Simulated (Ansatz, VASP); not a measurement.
**Y in VASP and in Ansatz**

```
Y
1.0
     0.00000    2.54996    2.54996
     2.54996    0.00000    2.54996
     2.54996    2.54996    0.00000
Y
1
Cartesian
  0.0000 0.0000 0.0000
```

Alike in both runs: functional r2SCAN; k mesh 18 × 18 × 18; occupations gaussian, width 0.1 eV; no spin polarisation.

Ansatz relaxed the structure, and its values are those at the end. VASP's run is a single point on that final structure, the one shown.

```csv
,VASP,Ansatz
version,VASP 6.6.1,Ansatz 0.2.0
potentials or method,"VASP PAW PBE potentials, release 64 (Y_sv)","scalar-relativistic, plane waves, PAW"
plane-wave cutoff (eV),520,500
valence electrons in the cell,11,11
```

Ansatz gave:

* gap on the k mesh at the Fermi level (eV): none
* pressure (GPa): 0.0

Estimate VASP's values.

gap on the k mesh at the Fermi level (eV): none; pressure (GPa): 0.1.

A gap of «none» marks a metal or a gap that the smearing closes.

Caveats: the PAW data sets were made with another functional, which shifts forces and pressure a little (VASP).
